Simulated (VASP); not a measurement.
# InPd: convergence, self-consistent run

InPd, Pm-3m (no. 221), 2 atoms in the cell. PBEsol; PAW potentials In_d, Pd (PBE set). VASP 6.6.1.

Wanted: energy within 0.2 meV/atom; Fermi level within 0.005 eV.

What the run is for: comparing ways to start; Accuracy asked: tight.

POSCAR:
```
InPd
1.0
    3.2718847800      0.0000000000      0.0000000000
    0.0000000000      3.2718847800      0.0000000000
    0.0000000000      0.0000000000      3.2718847800
In Pd
1 1
Direct
    0.0000000000      0.0000000000      0.0000000000
    0.5000000000      0.5000000000      0.5000000000
```

## How the run starts (with a second run first, the time holds both)

| How the run starts (with a second run first, the time holds both) | Energy less reference (meV/atom) | Fermi level (eV) | Time (s) |
|---|---|---|---|
| from scratch: 11 SCF iterations | 0.00 | 10.4297 | 8.4 |
| density of a coarse mesh (ICHARG 1): 11 + 9 SCF iterations | 0.00 | 10.4299 | 9.9 |
| orbitals of a lower cutoff (ISTART 1): 12 + 6 SCF iterations | 0.00 | 10.4300 | 13 |
| orbitals of a loose run: 10 + 3 SCF iterations | 0.00 | 10.4299 | 8.8 |

Chosen: from scratch: 11 SCF iterations; no other choice that stays within half of the tolerance saves 30 % of the time.

The chosen settings are those of the reference run.

## The input

INCAR:
```
  ALGO = Normal
  EDIFF = 1E-6
  ENCUT = 400
  GGA = PS
  GGA_COMPAT = F
  ISIF = 2
  ISMEAR = 1
  LASPH = T
  LCHARG = F
  LREAL = F
  LWAVE = F
  NELM = 120
  PREC = Accurate
  SIGMA = 0.1
```

KPOINTS:
```
k-points
0
Gamma
  10 10 10
```

Commands:
```
cat potpaw_PBE.64/In_d/POTCAR potpaw_PBE.64/Pd/POTCAR > POTCAR
mpirun -np 1 vasp_std > vasp.out
```

The chosen input took VASP 6.6.1 8.4 s on 1 core (Intel Xeon Platinum 8488C (Sapphire Rapids)), a shared host.

## An input that fails: restart asked without its files

VASP's message: ERROR: charge density could not be read from file CHGCAR for ICHARG>10.

Changes against the starting input:
```
- NELM = 120
+ NELM = 60
+ ICHARG = 11
```
